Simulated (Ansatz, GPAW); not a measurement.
# A Pd chain with two C atoms in line: relaxation, then transmission at several levels, part 3 of 3

How well does a Pd chain with two C atoms in line conduct once its atoms have relaxed, and how much do cheaper levels lose?

GPAW 26.7.0 and Ansatz 0.2.0; Ansatz plane waves; relaxation of the junction with the lead ends held; PAW set soft_1 (the session's first sound run).

So far, transmission at the Fermi level (one spin): step 3 (plane-wave reference (PBE)) 2.46; step 4 (double-zeta polarised basis, PBE, GPAW) 2.46. Also open channels of the lead at the Fermi level (one spin): step 3 4; step 4 4.

**5. GPAW, szp: basis = "szp(dzp)"**

Level of this step: GPAW LCAO, PAW setups; Landauer transmission from Green's functions with principal layers (ASE), zero bias (GPAW).

One radial function a shell plus polarisation makes the matrices smaller; the question is what that costs.

File run.py:

```python
import json
import numpy as np
from ase import Atoms
from ase.transport.calculators import TransportCalculator
from gpaw import GPAW, FermiDirac
from gpaw.lcao.tools import get_lcao_hamiltonian
from scipy.linalg import eigh

# The junction with lead layers at both ends, along the third cell vector
device = Atoms(
    ['Pd', 'Pd', 'Pd', 'Pd', 'Pd', 'Pd', 'Pd', 'Pd', 'C', 'C', 'Pd', 'Pd', 'Pd', 'Pd', 'Pd', 'Pd', 'Pd', 'Pd'],
    positions=[
        [4.50000, 4.50000, 1.25000],
        [4.50000, 4.50000, 3.75000],
        [4.50000, 4.50000, 6.25000],
        [4.50000, 4.50000, 8.75000],
        [4.50000, 4.50000, 11.25000],
        [4.50000, 4.50000, 13.75000],
        [4.48822, 4.24790, 16.33337],
        [4.49118, 5.10698, 18.79028],
        [4.47680, 4.61960, 20.61831],
        [4.44291, 4.40366, 21.88658],
        [4.31247, 3.92882, 23.71298],
        [4.56473, 4.76317, 26.16562],
        [4.50000, 4.50000, 28.74700],
        [4.50000, 4.50000, 31.24700],
        [4.50000, 4.50000, 33.74700],
        [4.50000, 4.50000, 36.24700],
        [4.50000, 4.50000, 38.74700],
        [4.50000, 4.50000, 41.24700]],
    cell=[[9.0, 0.0, 0.0], [0.0, 9.0, 0.0], [0.0, 0.0, 42.497]],
    pbc=True)

# One principal layer of the lead: the first 5 atoms of the device
lead = Atoms(
    ['Pd', 'Pd', 'Pd', 'Pd', 'Pd'],
    positions=[
        [4.50000, 4.50000, 1.25000],
        [4.50000, 4.50000, 3.75000],
        [4.50000, 4.50000, 6.25000],
        [4.50000, 4.50000, 8.75000],
        [4.50000, 4.50000, 11.25000]],
    cell=[[9.0, 0.0, 0.0], [0.0, 9.0, 0.0], [0.0, 0.0, 12.5]],
    pbc=True)

settings = dict(mode='lcao', basis='szp(dzp)', xc='PBE', h=0.2,
                occupations=FermiDirac(0.1), maxiter=250,
                mixer=dict(beta=0.1, nmaxold=8, weight=100.0),
                convergence=dict(density=0.0001))
energies = np.arange(-2, 2 + 1e-9, 0.025)
eta = 0.0001
n1, n2 = 1, 1
# k and -k transmit alike, so half of the mesh across the current serves
mesh = [(i, j) for i in range(n1) for j in range(n2) if (i, j) <= (-i % n1, -j % n2)]
weights = np.array([1 if (i, j) == (-i % n1, -j % n2) else 2 for i, j in mesh]) / (n1 * n2)

# [... helper functions left out ...]
fermi_lead = ground_state(lead, (1, 1, 9), 'lead.txt')
fermi_device = ground_state(device, (1, 1, 2), 'device.txt')
# [... loop over the mesh left out, but for ...]
        # Shift the lead onto the potential of the device's first layer
        shift = ((H[:, 0, 0] - H0[:, 0, 0]) / S0[0, 0]).real.mean()
# [...]
kT = 8.617333e-5 * 300
bias = [0.1, 0.2, 0.5, 1.0, 1.5, 2.0]
# [... integrals and printing left out ...]
```

Started as:

```bash
OMP_NUM_THREADS=1 OPENBLAS_NUM_THREADS=1 python run.py
```

Numbers of over 12 decimals in the logs are rounded to 6 here.

The log of the run:

```text
basis functions: device 258, principal layer 75
Fermi level: lead -4.1832 eV, device -4.3410 eV; lead shifted by -0.0010 eV
largest coupling past the next layer 1.09e-04 eV, largest misfit of the first layer 0.065 eV
  E-E_F (eV)   T (one spin)  [channel counts left out]
    -2.000    6.5787e-01
    -1.975    6.7315e-01
    -1.950    6.9069e-01
[...]
1.975    6.0053e-02
     2.000    6.0344e-02
conductance at 300 K: 1.8257 G0 a cell; thermopower 50.37 uV/K
current from the zero-bias T(E) at 0.1 V: 13.838 uA
current from the zero-bias T(E) at 0.2 V: 26.415 uA
current from the zero-bias T(E) at 0.5 V: 55.464 uA
current from the zero-bias T(E) at 1.0 V: 89.251 uA
current from the zero-bias T(E) at 1.5 V: 111.26 uA
current from the zero-bias T(E) at 2.0 V: 138.16 uA
```

Run time: 4.4 min. Hardware: 1 thread of Arm Neoverse V1, shared host; peak memory 1.6 GiB.

This step gave:

```
conductance                                    : 1.826 G₀
largest coupling past the next principal layer : 1.09e-4 eV
largest misfit of the first principal layer    : 0.06509 eV
shift that aligns the lead                     : -0.001047 eV
basis functions of the junction                : 258
basis functions of a principal layer           : 75
transmission at the Fermi level (one spin)     : 2.030
```

One spin. Transmission, zone mean against energy, zero at the Fermi level:

```tsv
energy (eV)	transmission, zone mean
-2.000	0.658
-1.900	0.733
-1.800	0.850
-1.700	1.02
-1.600	1.23
-1.500	1.40
-1.475	1.42
-1.400	1.32
-1.300	0.885
-1.200	0.620
-1.100	0.514
-1.000	1.03
-0.900	1.48
-0.875	1.50
-0.800	1.35
-0.700	0.969
-0.625	1.44
-0.600	0.688
-0.500	1.15
-0.400	1.73
-0.300	1.60
-0.200	1.97
-0.100	2.52
-0.075	2.58
0.000	2.03
0.100	0.571
0.200	0.298
0.300	0.194
0.400	0.147
0.500	0.121
0.600	0.105
0.700	0.0934
0.800	0.0845
0.900	0.0776
1.000	0.0722
1.100	0.0679
1.200	0.0646
1.300	0.0622
1.400	0.0604
1.500	0.0592
1.600	0.0585
1.700	0.0584
1.800	0.0587
1.900	0.0593
2.000	0.0603
```

The conductance, 1.83 G₀, lies 22 % below that of the dzp run.

**6. GPAW, sz: basis = "sz(dzp)"**

One function for each valence shell of the setup, as for a first survey of a large system.

Changes to run.py since step 5:

```diff
@@ -45,3 +45,3 @@
 
-settings = dict(mode='lcao', basis='szp(dzp)', xc='PBE', h=0.2,
+settings = dict(mode='lcao', basis='sz(dzp)', xc='PBE', h=0.2,
                 occupations=FermiDirac(0.1), maxiter=250,
```

The log of the run:

```text
basis functions: device 200, principal layer 60
Fermi level: lead -4.1979 eV, device -4.3670 eV; lead shifted by 0.0008 eV
largest coupling past the next layer 1.09e-04 eV, largest misfit of the first layer 0.037 eV
  E-E_F (eV)   T (one spin)  channels
    -2.000    8.0095e-01    3.0000
    -1.975    8.1611e-01    3.0000
    -1.950    8.3391e-01    3.0000
[...]
1.975    6.1436e-02    1.0000
     2.000    6.1826e-02    1.0000
conductance at 300 K: 1.764 G0 a cell; thermopower 40.3 uV/K
current from the zero-bias T(E) at 0.1 V: 13.492 uA
current from the zero-bias T(E) at 0.2 V: 26.261 uA
current from the zero-bias T(E) at 0.5 V: 59.001 uA
current from the zero-bias T(E) at 1.0 V: 96.875 uA
current from the zero-bias T(E) at 1.5 V: 123.1 uA
current from the zero-bias T(E) at 2.0 V: 152.87 uA
```

Run time: 4 min. Hardware: 1 thread; peak memory 1.5 GiB.

This step gave:

```yaml
conductance: 1.764 G₀
largest_misfit_of_the_first_principal_layer: 0.03725 eV
shift_that_aligns_the_lead: 7.99e-4 eV
basis_functions_of_the_junction: 200
basis_functions_of_a_principal_layer: 60
transmission_at_the_fermi_level_one_spin: 1.874
```

The conductance, 1.76 G₀, lies 25 % below that of the dzp run.

**7. RPBE in the dzp basis: xc = "RPBE"**

Back in the dzp basis, the functional changes from PBE to RPBE, to set the spread between functionals beside that between bases.

Changes to run.py since step 6:

```diff
@@ -45,3 +45,3 @@
 
-settings = dict(mode='lcao', basis='sz(dzp)', xc='PBE', h=0.2,
+settings = dict(mode='lcao', basis='dzp', xc='RPBE', h=0.2,
                 occupations=FermiDirac(0.1), maxiter=250,
```

The log of the run:

```text
basis functions: device 458, principal layer 135
Fermi level: lead -3.8685 eV, device -3.9620 eV; lead shifted by -0.0010 eV
largest coupling past the next layer 1.02e-04 eV, largest misfit of the first layer 0.049 eV
  E-E_F (eV)   T (one spin)  [channel counts left out]
    -2.000    9.8065e-01
    -1.975    9.8618e-01
    -1.950    9.9586e-01
[...]
1.975    7.1999e-02
     2.000    7.2360e-02
conductance at 300 K: 2.3339 G0 a cell; thermopower 26.55 uV/K
current from the zero-bias T(E) at 0.1 V: 17.736 uA
current from the zero-bias T(E) at 0.2 V: 33.587 uA
current from the zero-bias T(E) at 0.5 V: 67.977 uA
current from the zero-bias T(E) at 1.0 V: 104.44 uA
current from the zero-bias T(E) at 1.5 V: 136.14 uA
current from the zero-bias T(E) at 2.0 V: 159.77 uA
```

Run time: 8.4 min. Hardware: 1 thread; peak memory 1.7 GiB.

This step gave:

| Item | Value |
| --- | --- |
| conductance | 2.334 G₀ |
| largest coupling past the next principal layer | 1.02e-4 eV |
| largest misfit of the first principal layer | 0.04901 eV |
| shift that aligns the lead | -0.001000 eV |
| basis functions of the junction | 458 |
| basis functions of a principal layer | 135 |
| transmission at the Fermi level (one spin) | 2.466 |

One spin. The transmission, zone mean by energy, zero at the Fermi level:

```tsv
energy (eV)	transmission, zone mean
-2.000	0.981
-1.900	1.03
-1.800	1.12
-1.700	1.27
-1.600	1.45
-1.500	1.63
-1.400	1.74
-1.375	1.74
-1.300	1.68
-1.200	1.40
-1.100	0.924
-1.000	0.527
-0.900	0.697
-0.800	1.84
-0.775	1.84
-0.700	1.62
-0.600	1.24
-0.525	1.85
-0.500	1.39
-0.400	1.70
-0.300	1.73
-0.200	2.31
-0.100	2.79
0.000	2.47
0.100	0.924
0.200	0.404
0.300	0.308
0.400	0.239
0.500	0.192
0.600	0.158
0.700	0.133
0.800	0.115
0.900	0.102
1.000	0.0919
1.100	0.0846
1.200	0.0793
1.300	0.0755
1.400	0.0729
1.500	0.0711
1.600	0.0702
1.700	0.0700
1.800	0.0703
1.900	0.0711
2.000	0.0724
```

The conductance, 2.33 G₀, lies 0.2 % below that of the dzp run.

**8. The structure as built: geometry = "as built"**

The dzp basis with PBE on the structure as first built shows what the relaxation was worth.

Changes to run.py since step 7:

```diff
@@ -18,8 +18,8 @@
         [4.50000, 4.50000, 13.75000],
-        [4.48822, 4.24790, 16.33337],
-        [4.49118, 5.10698, 18.79028],
-        [4.47680, 4.61960, 20.61831],
-        [4.44291, 4.40366, 21.88658],
-        [4.31247, 3.92882, 23.71298],
-        [4.56473, 4.76317, 26.16562],
+        [4.50000, 4.50000, 16.25000],
+        [4.50000, 4.50000, 18.75000],
+        [4.50000, 4.50000, 20.60850],
+        [4.50000, 4.50000, 21.88850],
+        [4.50000, 4.50000, 23.74700],
+        [4.50000, 4.50000, 26.24700],
         [4.50000, 4.50000, 28.74700],
@@ -45,3 +45,3 @@
 
-settings = dict(mode='lcao', basis='dzp', xc='RPBE', h=0.2,
+settings = dict(mode='lcao', basis='dzp', xc='PBE', h=0.2,
                 occupations=FermiDirac(0.1), maxiter=250,
```

The log of the run:

```text
basis functions: device 458, principal layer 135
Fermi level: lead -4.0202 eV, device -4.1314 eV; lead shifted by 0.0006 eV
largest coupling past the next layer 1.07e-04 eV, largest misfit of the first layer 0.041 eV
  E-E_F (eV)   T (one spin)  [channel counts left out]
    -2.000    1.5395e+00
    -1.975    1.5783e+00
    -1.950    1.6120e+00
[...]
1.975    3.6663e-02
     2.000    3.6335e-02
conductance at 300 K: 2.7854 G0 a cell; thermopower 5.51 uV/K
current from the zero-bias T(E) at 0.1 V: 21.403 uA
current from the zero-bias T(E) at 0.2 V: 41.411 uA
current from the zero-bias T(E) at 0.5 V: 86.841 uA
current from the zero-bias T(E) at 1.0 V: 143.67 uA
current from the zero-bias T(E) at 1.5 V: 183.95 uA
current from the zero-bias T(E) at 2.0 V: 211.7 uA
```

Run time: 5.7 min. Hardware: 1 thread; peak memory 1.7 GiB.

Numbers from this step:

| Item | Value |
| --- | --- |
| conductance | 2.785 G₀ |
| largest coupling past the next principal layer | 1.07e-4 eV |
| largest misfit of the first principal layer | 0.04101 eV |
| shift that aligns the lead | 6.30e-4 eV |
| transmission at the Fermi level (one spin) | 2.827 |

One spin. Transmission, zone mean against energy, zero at the Fermi level:

```tsv
energy (eV)	transmission, zone mean
-2.000	1.54
-1.900	1.67
-1.800	1.70
-1.700	1.67
-1.600	1.59
-1.500	1.49
-1.400	1.39
-1.300	1.29
-1.200	1.23
-1.100	1.21
-1.000	1.22
-0.900	1.29
-0.800	1.44
-0.700	1.67
-0.600	2.00
-0.500	2.38
-0.400	2.47
-0.300	2.60
-0.200	2.73
-0.100	2.82
-0.050	2.83
0.000	2.83
0.100	2.58
0.200	0.901
0.300	0.594
0.400	0.347
0.500	0.216
0.600	0.150
0.700	0.113
0.800	0.0909
0.900	0.0768
1.000	0.0671
1.100	0.0602
1.200	0.0550
1.300	0.0510
1.400	0.0478
1.500	0.0451
1.600	0.0429
1.700	0.0409
1.800	0.0392
1.900	0.0377
2.000	0.0363
```

The conductance, 2.79 G₀, lies 19 % above that of the dzp run.

**9. The ladder**

Times are wall times on the hardware named with each run. The runs compared:

```tsv
no.	run	conductance (G₀)	time	memory (GiB)
1	pw PBE	2.374	2.6 min	5.2
2	dzp	2.339	7.6 min	1.7
3	szp	1.826	4.4 min	1.6
4	sz	1.764	4 min	1.5
5	dzp RPBE	2.334	8.4 min	1.7
6	asbuilt	2.785	5.7 min	1.7
```

**10. The levels side by side**

The curves are compared point by point over the common energies.

This step: comparison of transmission and cost over codes, levels and geometry; PAW set soft_1 (GPAW 26.7.0).

Ladder, by row:

```tsv
step	code	T at the Fermi level (sum over the listed spins)	conductance (G0)	r.m.s. T(E) from the first	wall time (s)	peak memory (GiB)	threads
pw-pbe	Ansatz	2.463	2.374	0	153.7	5.232	4
dzp	GPAW	2.458	2.339	0.222	455.6	1.71	1
szp	GPAW	2.03	1.826	0.3389	264.4	1.61	1
sz	GPAW	1.874	1.764	0.2264	239.4	1.54	1
dzp-RPBE	GPAW	2.466	2.334	0.2014	504.7	1.71	1
asbuilt	GPAW	2.827	2.785	0.405	344.5	1.71	1
```

Transmission, zone mean, sum over the listed spins against energy, zero at the Fermi level:

```tsv
energy (eV)	pw-pbe	dzp	szp	sz	dzp-RPBE	asbuilt
-2.000	1.12	1.01	0.658	0.801	0.981	1.54
-1.900	1.15	1.05	0.733	0.877	1.03	1.67
-1.800	1.25	1.14	0.850	0.998	1.12	1.70
-1.700	1.41	1.28	1.02	1.17	1.27	1.67
-1.600	1.60	1.46	1.23	1.38	1.45	1.59
-1.500	1.76	1.64	1.40	1.57	1.63	1.49
-1.425	1.80	1.73	1.38	1.59	1.72	1.41
-1.400	1.80	1.74	1.32	1.56	1.74	1.39
-1.300	1.63	1.70	0.885	1.18	1.68	1.29
-1.200	1.18	1.46	0.620	0.734	1.40	1.23
-1.100	0.672	1.01	0.514	0.518	0.924	1.21
-1.000	0.508	0.553	1.03	0.831	0.527	1.22
-0.900	1.57	0.541	1.48	1.63	0.697	1.29
-0.875	1.74	0.798	1.50	1.70	1.04	1.32
-0.850	1.80	1.19	1.48	1.72	1.43	1.36
-0.800	1.76	1.80	1.35	1.67	1.84	1.44
-0.700	1.40	1.67	0.969	1.19	1.62	1.67
-0.600	1.97	1.29	0.688	1.84	1.24	2.00
-0.500	1.11	1.94	1.15	1.11	1.39	2.38
-0.400	1.80	1.65	1.73	1.83	1.70	2.47
-0.300	1.92	1.77	1.60	1.94	1.73	2.60
-0.200	2.42	2.33	1.97	2.28	2.31	2.73
-0.125	2.64	2.72	2.40	2.44	2.74	2.80
-0.100	2.65	2.76	2.52	2.43	2.79	2.82
-0.075	2.64	2.75	2.58	2.40	2.78	2.83
0.000	2.46	2.46	2.03	1.87	2.47	2.83
0.100	1.40	1.08	0.571	0.789	0.924	2.58
0.200	0.333	0.391	0.298	0.409	0.404	0.901
0.300	0.263	0.297	0.194	0.246	0.308	0.594
0.400	0.206	0.229	0.147	0.174	0.239	0.347
0.500	0.166	0.182	0.121	0.136	0.192	0.216
0.600	0.137	0.149	0.105	0.114	0.158	0.150
0.700	0.116	0.125	0.0934	0.0986	0.133	0.113
0.800	0.101	0.107	0.0845	0.0876	0.115	0.0909
0.900	0.0906	0.0946	0.0776	0.0794	0.102	0.0768
1.000	0.0830	0.0855	0.0722	0.0732	0.0919	0.0671
1.100	0.0775	0.0788	0.0679	0.0685	0.0846	0.0602
1.200	0.0736	0.0741	0.0646	0.0650	0.0793	0.0550
1.300	0.0708	0.0707	0.0622	0.0625	0.0755	0.0510
1.400	0.0691	0.0684	0.0604	0.0607	0.0729	0.0478
1.500	0.0681	0.0669	0.0592	0.0596	0.0711	0.0451
1.600	0.0677	0.0661	0.0585	0.0591	0.0702	0.0429
1.700	0.0679	0.0660	0.0584	0.0590	0.0700	0.0409
1.800	0.0686	0.0663	0.0587	0.0595	0.0703	0.0392
1.900	0.0698	0.0672	0.0593	0.0604	0.0711	0.0377
2.000	0.0713	0.0684	0.0603	0.0618	0.0724	0.0363
```

**11. Temperature 30, mixing 0.15, mixing history 3**

Temperature enters only through the Fermi window. Mixing changes the road to self-consistency, not its end. The mixing history changes the road to self-consistency, not its end. The SCF mesh sets the Fermi level of the repeated cell.

This step: GPAW LCAO, PAW setups; Landauer transmission from Green's functions with principal layers (ASE), zero bias (GPAW 26.7.0).

Changes to run.py since step 8:

```diff
@@ -18,8 +18,8 @@
         [4.50000, 4.50000, 13.75000],
-        [4.50000, 4.50000, 16.25000],
-        [4.50000, 4.50000, 18.75000],
-        [4.50000, 4.50000, 20.60850],
-        [4.50000, 4.50000, 21.88850],
-        [4.50000, 4.50000, 23.74700],
-        [4.50000, 4.50000, 26.24700],
+        [4.48822, 4.24790, 16.33337],
+        [4.49118, 5.10698, 18.79028],
+        [4.47680, 4.61960, 20.61831],
+        [4.44291, 4.40366, 21.88658],
+        [4.31247, 3.92882, 23.71298],
+        [4.56473, 4.76317, 26.16562],
         [4.50000, 4.50000, 28.74700],
@@ -47,3 +47,3 @@
                 occupations=FermiDirac(0.1), maxiter=250,
-                mixer=dict(beta=0.1, nmaxold=8, weight=100.0),
+                mixer=dict(beta=0.15, nmaxold=3, weight=100.0),
                 convergence=dict(density=0.0001))
@@ -58,3 +58,3 @@
 fermi_lead = ground_state(lead, (1, 1, 9), 'lead.txt')
-fermi_device = ground_state(device, (1, 1, 2), 'device.txt')
+fermi_device = ground_state(device, (1, 1, 6), 'device.txt')
 # [... loop over the mesh left out, but for ...]
@@ -63,3 +63,3 @@
 # [...]
-kT = 8.617333e-5 * 300
+kT = 8.617333e-5 * 30
 bias = [0.1, 0.2, 0.5, 1.0, 1.5, 2.0]
```

The log of the run:

```text
basis functions: device 458, principal layer 135
Fermi level: lead -4.0200 eV, device -4.1133 eV; lead shifted by 0.0011 eV
largest coupling past the next layer 1.07e-04 eV, largest misfit of the first layer 0.041 eV
  E-E_F (eV)   T (one spin)  [channel counts left out]
    -2.000    1.0068e+00
    -1.975    1.0107e+00
    -1.950    1.0188e+00
    -1.925    1.0296e+00
    -1.900    1.0631e+00
    -1.875    1.0684e+00
    -1.850    1.0894e+00
    -1.825    1.1141e+00
    -1.800    1.1421e+00
    -1.775    1.1733e+00
    -1.750    1.2077e+00
    -1.725    1.2453e+00
    -1.700    1.2858e+00
    -1.675    1.3290e+00
    -1.650    1.3744e+00
    -1.625    1.4213e+00
[...]
1.825    6.6517e-02
     1.850    6.6711e-02
     1.875    6.6933e-02
     1.900    6.7182e-02
     1.925    6.7457e-02
     1.950    6.7759e-02
     1.975    6.8086e-02
     2.000    6.8437e-02
conductance at 30 K: 2.4478 G0 a cell; thermopower 2.419 uV/K
current from the zero-bias T(E) at 0.1 V: 18.495 uA
current from the zero-bias T(E) at 0.2 V: 34.782 uA
current from the zero-bias T(E) at 0.5 V: 68.486 uA
current from the zero-bias T(E) at 1.0 V: 103.27 uA
current from the zero-bias T(E) at 1.5 V: 134.63 uA
current from the zero-bias T(E) at 2.0 V: 156.73 uA
```

Wall time 32 min (1 thread); peak memory 1.6 GiB.

Numbers from this step:

* conductance: 2.448 G₀
* thermopower: 2.419 μV/K
* largest misfit of the first principal layer: 0.04057 eV
* shift that aligns the lead: 0.001119 eV
* transmission at the Fermi level (one spin): 2.456

One spin. Table of transmission, zone mean by energy, zero at the Fermi level:

```tsv
energy (eV)	transmission, zone mean
-2.000	1.01
-1.800	1.14
-1.600	1.47
-1.400	1.74
-1.375	1.74
-1.200	1.46
-1.000	0.546
-0.800	1.82
-0.775	1.87
-0.600	1.29
-0.500	1.94
-0.400	1.66
-0.200	2.34
-0.100	2.76
0.000	2.46
0.200	0.389
0.400	0.228
0.600	0.148
0.800	0.107
1.000	0.0853
1.200	0.0740
1.400	0.0682
1.600	0.0661
1.800	0.0664
2.000	0.0684
```

Not self-consistent under bias; the bias window is split evenly. Current through one cell, from the zero-bias transmission against bias:

```tsv
bias (V)	current through one cell, from the zero-bias transmission (μA)
0.100	18.5
0.200	34.8
0.500	68.5
1.000	103
1.500	135
2.000	157
```

Table of transmission of the three most open eigenchannels by energy, zero at the Fermi level:

```tsv
energy (eV)	channel 1	channel 2	channel 3
-2.000	0.779	0.222	0.00619
-1.900	0.821	0.229	0.0135
-1.800	0.860	0.254	0.0279
-1.700	0.897	0.334	0.0550
-1.600	0.923	0.450	0.0958
-1.500	0.935	0.568	0.141
-1.400	0.931	0.635	0.173
-1.300	0.909	0.606	0.182
-1.200	0.858	0.439	0.159
-1.100	0.532	0.121	0.0840
-1.000	0.521	0.0161	0.00862
-0.900	0.401	0.129	0.0290
-0.800	0.831	0.728	0.261
-0.700	0.772	0.701	0.189
-0.600	0.686	0.433	0.168
-0.500	0.768	0.759	0.409
-0.400	0.994	0.491	0.177
-0.300	0.736	0.699	0.345
-0.200	0.866	0.854	0.622
-0.100	0.988	0.922	0.849
0.000	0.938	0.880	0.638
0.100	0.432	0.322	0.265
0.200	0.389	2.5e-7	1.5e-11
0.300	0.293	2.6e-7	0
0.400	0.228	2.6e-7	0
0.500	0.182	2.6e-7	0
0.600	0.148	2.7e-7	0
0.700	0.124	2.7e-7	0
0.800	0.107	2.8e-7	0
0.900	0.0944	2.8e-7	0
1.000	0.0853	2.8e-7	0
1.100	0.0787	2.9e-7	0
1.200	0.0740	2.9e-7	0
1.300	0.0707	3.0e-7	0
1.400	0.0682	3.0e-7	0
1.500	0.0669	3.1e-7	0
1.600	0.0661	3.1e-7	0
1.700	0.0660	3.1e-7	0
1.800	0.0664	3.2e-7	0
1.900	0.0672	3.2e-7	0
2.000	0.0684	3.3e-7	0
```

With these changes, and at 30 K in place of 300 K, the conductance is 2.45 G₀ against 2.34 in the dzp run; T at the Fermi level, which temperature doesn't enter, is 2.46 against 2.46.

**12. Summary of results**

```
conductance                                        : 2.34 G₀
transmission at the Fermi level, mean of the spins : 2.46
open channels of the lead there                    : 4
```

In the dzp basis the junction conducts 2.34 G₀ at 300 K, with T = 2.46 a spin at the Fermi level; no smaller basis tried comes within 10 % of that conductance. Relaxation moved atoms by up to 0.61 Å and took the conductance from 2.79 to 2.34 G₀, as a ratio a smaller change than the step from dzp to the minimal basis. Plane waves (PBE) give T = 2.46 there. The scatterer reflects about 39 % of the incoming channels at the Fermi level. At the Fermi level the three most open eigenchannels pass 0.95, 0.88 and 0.63. Measured against the first run (pw-pbe), the nearest curve is that of dzp-RPBE (r.m.s. 0.20) and the farthest that of asbuilt (0.41). Over the compared runs wall time goes from 154 s (pw-pbe) to 505 s (dzp-RPBE), on a shared host; the plane-wave run used 4 threads and the orbital runs 1. The leads kept an estimated spacing and the cell its length, so the junction may be under some tension or compression. The run had no spin polarisation, so a magnetic state, which chains and small molecules with open shells often have, wasn't tested. An evenly spaced straight chain is an idealisation: free chains tend to dimerise, zigzag or, where a band edge lies near the Fermi level, turn magnetic. The currents use the zero-bias T(E) throughout, which holds only while the bias is small against the distance to the nearest feature. Within about eight thermal energies of the Fermi level ln T(E) bends sharply from one computed energy to the next, or the lead's channel count changes, so the thermal averages, above all the thermopower, rest on an interpolation that may be rough.

[Logs are printed without paths, hosts, clocks, repeated set-up lines and the standing remarks that a program may print on its own settings, such as how far it seeks lower states.]

[Hosts, paths, dates, database ids (printed as entryN), source tags and the programs' standing remarks are cut or masked in the printed files.]
